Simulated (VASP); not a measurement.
Input of a VASP 6.6.1 run:

The input INCAR:

```
PREC = Accurate
ENCUT = 600
EDIFF = 1E-6
ISMEAR = 0
SIGMA = 0.03
LREAL = False
LASPH = True
NELM = 80
ALGO = Normal
ISIF = 3
LWAVE = False
LCHARG = False
METAGGA = R2SCAN
LMIXTAU = True
IBRION = 2
NSW = 90
EDIFFG = -0.01
```

File KPOINTS:

```
regular mesh
0
Gamma
  10 10 10
```

The input POSCAR:

```
SnSe
1.0
    0.0000000000      3.0100000000      3.0100000000
    3.0100000000      0.0000000000      3.0100000000
    3.0100000000      3.0100000000      0.0000000000
Sn Se
1 1
Direct
    0.0000000000      0.0000000000      0.0000000000
    0.5000000000      0.5000000000      0.5000000000
```

Potentials or basis: VASP PAW PBE potentials, release 64 (Sn_d, Se).

Command:

```sh
$ cat potpaw_PBE.64/Sn_d/POTCAR potpaw_PBE.64/Se/POTCAR > POTCAR
$ mpirun -np 1 vasp_std > vasp.out
```

(1) What does it give for the band gap on the k mesh?

## Answers

(1) 0.45 eV, direct.

Caveat: the relaxation stopped at its first step, so nothing moved; spin-orbit coupling is left out, which moves the levels of the heavy elements.
